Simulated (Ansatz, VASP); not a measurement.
# BAs in VASP and in Ansatz

```
B As
1.0
     0.00000    2.39192    2.39192
     2.39192    0.00000    2.39192
     2.39192    2.39192    0.00000
B As
1 1
Direct
  0.00000 0.00000 0.00000
  0.25000 0.25000 0.25000
```

Alike in both runs: functional r2SCAN; k mesh 10 × 10 × 10; occupations gaussian, width 0.02 eV; no spin polarisation.

Ansatz relaxed the structure, and its values are those at the end. VASP's run is a single point on that final structure, the one shown.

|  | VASP | Ansatz |
| --- | --- | --- |
| version | VASP 6.6.1 | Ansatz 0.2.0 |
| potentials or method | VASP PAW PBE potentials, release 64 (B, As) | scalar-relativistic, plane waves, PAW |
| plane-wave cutoff (eV) | 520 | 500 |
| valence electrons in the cell | 8 | 18 |

Ansatz gave:

| Item | Value |
| --- | --- |
| gap on the k mesh at the Fermi level (eV) | 1.37 |
| least direct gap on the mesh (eV) | 3.44 |
| pressure (GPa) | 0.0 |

Question: Which values does VASP return?

Answer: gap on the k mesh at the Fermi level (eV): 1.37; least direct gap on the mesh (eV): 3.44; pressure (GPa): 0.2.

The two sets of potentials don't hold the same shells in valence.

Caveats: the PAW data sets were made with another functional, which shifts forces and pressure a little (VASP). r2SCAN opens gaps a little over a GGA but as a rule still falls short of measured ones. A k mesh can miss the band edges.
